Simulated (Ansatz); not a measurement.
Strain response of Rh

Theory: DFT r2SCAN, scalar-relativistic, plane waves, PAW (Ansatz). Run with 500 eV cutoff, 24×24×12 k-mesh, Gaussian smearing of 0.10 eV, no spin polarisation.

The relaxed crystal:

```
CELL_PARAMETERS angstrom
2.70364 0.00000 0.00000
-1.35182 2.34142 0.00000
0.00000 0.00000 4.34862
ATOMIC_POSITIONS crystal
Rh 0.66667 0.33333 0.75000
Rh 0.33333 0.66667 0.25000
```

Deformation: biaxial strain in the a-b plane, with the length and tilt of c and the atoms relaxed, all within the symmetry that the strain leaves. Energies are extrapolated to zero smearing. Stress is positive in compression, on the Cartesian axes of the cell above. On this cell's mesh the reference holds a stress of up to 0.50 GPa.

```tsv
strain (%)	ΔE (meV/atom)	a (Å)	b (Å)	c (Å)	σxx (GPa)	σyy (GPa)	σzz (GPa)
-6.0	185.8	2.541	2.541	4.580	42.60	42.60	0.01
-4.0	?	2.595	2.595	?	?	?	?
-2.0	?	2.650	2.650	?	?	?	?
+0.0	0.0	2.704	2.704	4.349	-0.28	-0.28	0.50
+2.0	17.2	2.758	2.758	4.284	-8.77	-8.77	-0.01
+4.0	58.3	2.812	2.812	4.211	-14.51	-14.51	0.00
+6.0	117.0	2.866	2.866	4.142	-18.82	-18.82	-0.01
```

(1) Fill in the row at -4.0 %.

(2) Fill in the row at -2.0 %.

Answers

(1) ΔE 73.3 meV/atom; c 4.505 Å; σxx 24.16 GPa; σyy 24.16 GPa; σzz 0.01 GPa.

(2) ΔE 15.8 meV/atom; c 4.428 Å; σxx 10.19 GPa; σyy 10.19 GPa; σzz 0.00 GPa.

This form isn't the element's structure at ambient conditions.